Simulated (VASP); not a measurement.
A run of VASP 6.6.1 is set up as follows.

POSCAR

```
MoSe2
1.0
    3.2786626318      0.0000000000      0.0000000000
   -1.6393313159      2.8394051295      0.0000000000
    0.0000000000      0.0000000000     12.7250115803
  Mo              Se
     2     4
Direct
     0.3333333332999970    0.6666666667000030    0.2500000000000000
     0.6666666667000030    0.3333333332999970    0.7500000000000000
     0.3333333332999970    0.6666666667000030    0.6183309793989835
     0.6666666667000030    0.3333333332999970    0.1183309793989835
     0.3333333332999970    0.6666666667000030    0.8816690206010165
     0.6666666667000030    0.3333333332999970    0.3816690206010165
```

Contents of INCAR.step1:

```
SYSTEM = MoSe2
  PREC = Accurate
  ENCUT = 600
  EDIFF = 1E-8
  ISMEAR = 0
  SIGMA = 0.03
  LREAL = .False.
  LASPH = .True.
  NELM = 80
  ALGO = Normal
  ISIF = 3
  LWAVE = .False.
  LCHARG = .False.
  GGA = PE
  IVDW = 12
  KPAR = 2
  IBRION = 2
  NSW = 40
  EDIFFG = -0.002
```

The input INCAR.step2:

```
SYSTEM = MoSe2
  PREC = Accurate
  ENCUT = 600
  EDIFF = 1E-8
  ISMEAR = 0
  SIGMA = 0.03
  LREAL = .False.
  LASPH = .True.
  NELM = 80
  ALGO = Normal
  ISIF = 2
  LWAVE = .False.
  LCHARG = .False.
  GGA = PE
  IVDW = 12
  KPAR = 2
  IBRION = 6
  NFREE = 2
  POTIM = 0.015
  NSW = 1
```

The input KPOINTS:

```
Automatic mesh
0
Gamma
  9 9 2
  0 0 0
```

Potentials or basis: VASP PAW PBE potentials, release 64 (Mo_sv, Se).

Run with:

```bash
$ cat potpaw_PBE.64/Mo_sv/POTCAR potpaw_PBE.64/Se/POTCAR > POTCAR
$ cp INCAR.step1 INCAR
$ mpirun -np 2 vasp_std > vasp.out
$ cp CONTCAR POSCAR
$ cp INCAR.step2 INCAR
$ mpirun -np 2 vasp_std > vasp.out
```

**Question.** Predict the highest phonon frequency at Γ, LO-TO splitting left out.

**Answer.** 350 cm⁻¹.

**Question.** Estimate the dispersion energy per atom.

**Answer.** -0.479 eV.

Phonon frequencies in cm⁻¹ (negative: imaginary):
```csv
q point,frequencies
"(0.000, 0.000, 0.000)",0 0 0 30 30 52 165 165 167 167 238 244 282 282 282 282 346 350
```
